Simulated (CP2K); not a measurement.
A run of CP2K 2026.2 is set up as follows.

znse_bands.inp

```
&GLOBAL
  PROJECT znse_bands
  RUN_TYPE ENERGY_FORCE
  PRINT_LEVEL LOW
&END GLOBAL
&FORCE_EVAL
  METHOD QS
  STRESS_TENSOR ANALYTICAL
  &DFT
    BASIS_SET_FILE_NAME BASIS_MOLOPT_UZH
    POTENTIAL_FILE_NAME POTENTIAL_UZH
    &MGRID
      CUTOFF 675
      REL_CUTOFF 60
      NGRIDS 4
    &END MGRID
    &QS
      METHOD GPW
      EPS_DEFAULT 1.0E-9
    &END QS
    &KPOINTS
      SCHEME MONKHORST-PACK 8 8 8
      GAMMA_CENTERED T
      SYMMETRY T
      SYMMETRY_BACKEND SPGLIB
    &END KPOINTS
    &SCF
      SCF_GUESS ATOMIC
      EPS_SCF 1.0E-6
      MAX_SCF 100
      ADDED_MOS 10
      CHOLESKY OFF
      EPS_EIGVAL 1.0E-7
      &DIAGONALIZATION ON
        ALGORITHM STANDARD
      &END DIAGONALIZATION
      &MIXING ON
        METHOD BROYDEN_MIXING
        ALPHA 0.4
        BETA 1.5
        NBUFFER 8
      &END MIXING
      &SMEAR ON
        METHOD FERMI_DIRAC
        ELECTRONIC_TEMPERATURE [K] 1160.452
      &END SMEAR
    &END SCF
    &XC
      &XC_FUNCTIONAL
        &MGGA_X_MS2
        &END MGGA_X_MS2
        &GGA_C_REGTPSS
        &END GGA_C_REGTPSS
      &END XC_FUNCTIONAL
    &END XC
    &PRINT
      &KPOINTS ON
      &END KPOINTS
      &MULLIKEN ON
      &END MULLIKEN
      &MO ON
        ENERGIES T
        OCCUPATION_NUMBERS T
        &EACH
          QS_SCF 0
        &END EACH
        ADD_LAST NUMERIC
      &END MO
      &BAND_STRUCTURE
        FILE_NAME bands.bs
        ADDED_MOS 6
        &KPOINT_SET
          UNITS B_VECTOR
          NPOINTS 8
          SPECIAL_POINT GAMMA 0.00000000 0.00000000 0.00000000
          SPECIAL_POINT X 0.50000000 0.00000000 0.50000000
          SPECIAL_POINT W 0.50000000 0.25000000 0.75000000
          SPECIAL_POINT K 0.37500000 0.37500000 0.75000000
          SPECIAL_POINT GAMMA 0.00000000 0.00000000 0.00000000
          SPECIAL_POINT L 0.50000000 0.50000000 0.50000000
          SPECIAL_POINT U 0.62500000 0.25000000 0.62500000
          SPECIAL_POINT W 0.50000000 0.25000000 0.75000000
          SPECIAL_POINT L 0.50000000 0.50000000 0.50000000
          SPECIAL_POINT K 0.37500000 0.37500000 0.75000000
        &END KPOINT_SET
        &KPOINT_SET
          UNITS B_VECTOR
          NPOINTS 8
          SPECIAL_POINT U 0.62500000 0.25000000 0.62500000
          SPECIAL_POINT X 0.50000000 0.00000000 0.50000000
        &END KPOINT_SET
      &END BAND_STRUCTURE
    &END PRINT
  &END DFT
  &SUBSYS
    &CELL
      ABC 4.0075983931 4.0075983930 4.0075983931
      ALPHA_BETA_GAMMA 60.0000000006 60.0000000006 60.0000000000
      PERIODIC XYZ
    &END CELL
    &COORD
      SCALED
      Se  0.7500000000 0.7500000000 0.7500000000
      Zn  0.0000000000 0.0000000000 0.0000000000
    &END COORD
    &KIND Se
      BASIS_SET TZVP-MOLOPT-SCAN-GTH-q6
      POTENTIAL GTH-SCAN-q6
    &END KIND
    &KIND Zn
      BASIS_SET TZVP-MOLOPT-SCAN-GTH-q12
      POTENTIAL GTH-SCAN-q12
    &END KIND
    &PRINT
      &ATOMIC_COORDINATES ON
      &END ATOMIC_COORDINATES
      &CELL ON
      &END CELL
    &END PRINT
  &END SUBSYS
  &PRINT
    &FORCES ON
    &END FORCES
    &STRESS_TENSOR ON
    &END STRESS_TENSOR
  &END PRINT
&END FORCE_EVAL
```

Potentials or basis: POTENTIAL_UZH Se GTH-SCAN-q6, Zn GTH-SCAN-q12; TZVP-MOLOPT-SCAN-GTH basis.

Run with:

```bash
$ OMP_NUM_THREADS=2 cp2k.psmp -i znse_bands.inp -o znse_bands.out
```

Question: Estimate the band gap along the path.

Answer: 1.79 eV, direct.

Question: Predict the pressure.

Answer: 0.6 GPa.

Question: Estimate the Mulliken charges.

Answer: Se +0.18; Zn -0.18 e.

Levels at the corners of the path, in eV from the valence-band top:
| point | band 7 | band 8 | band 9 | band 10 | band 11 | band 12 |
| --- | --- | --- | --- | --- | --- | --- |
| Γ | 0.00 | 0.00 | 0.00 | 1.79 | 6.39 | 6.39 |
| X | -4.66 | -2.16 | -2.16 | 3.34 | 3.96 | 11.20 |
| W | -4.58 | -2.73 | -2.62 | 5.78 | 6.08 | 7.65 |
| K | -4.62 | -3.05 | -1.77 | 4.03 | 6.04 | 9.61 |
| Γ | 0.00 | 0.00 | 0.00 | 1.79 | 6.39 | 6.39 |
| L | -5.15 | -0.86 | -0.86 | 3.09 | 6.96 | 6.96 |
| U | -4.62 | -3.05 | -1.77 | 4.03 | 6.04 | 9.61 |
| W | -4.58 | -2.73 | -2.62 | 5.78 | 6.08 | 7.65 |
| L | -5.15 | -0.86 | -0.86 | 3.09 | 6.96 | 6.96 |
| K | -4.62 | -3.05 | -1.77 | 4.03 | 6.04 | 9.61 |
| U | -4.62 | -3.05 | -1.77 | 4.03 | 6.04 | 9.61 |
| X | -4.66 | -2.16 | -2.16 | 3.34 | 3.96 | 11.20 |

Caveat: the potentials were made for another functional, which shifts forces and pressure; the basis of atomic orbitals isn't converged, which shifts pressures, moduli and gaps.

**Measured values to compare with.**

From “Alloy Disordering Effects on the Thermal Conductivity and Energy Gap Temperature Dependence of Cd1−xZnxSe Ternary Crystals Grown by the Bridgman Method”, 2023, pmc:10253836, for a bulk crystal of ZnSe at 300 K: band gap 2.695 ± 0.003 eV (an exciton energy, a little under the gap).

Against the measured gap of ZnSe, 2.695 eV (an exciton energy, a little under the gap; 300 K; “Alloy Disordering Effects on the Thermal Conductivity and Energy Gap Temperature Dependence of Cd1−xZnxSe Ternary Crystals Grown by the Bridgman Method”, 2023, pmc:10253836), the calculated 1.79 eV is off by -0.90 eV. Spin-orbit coupling on Se is left out. The value is that of MS2 in an atomic basis (POTENTIAL_UZH Se GTH-SCAN-q6, Zn GTH-SCAN-q12; TZVP-MOLOPT-SCAN-GTH basis), whose error adds to the functional's,, without temperature or zero-point motion.
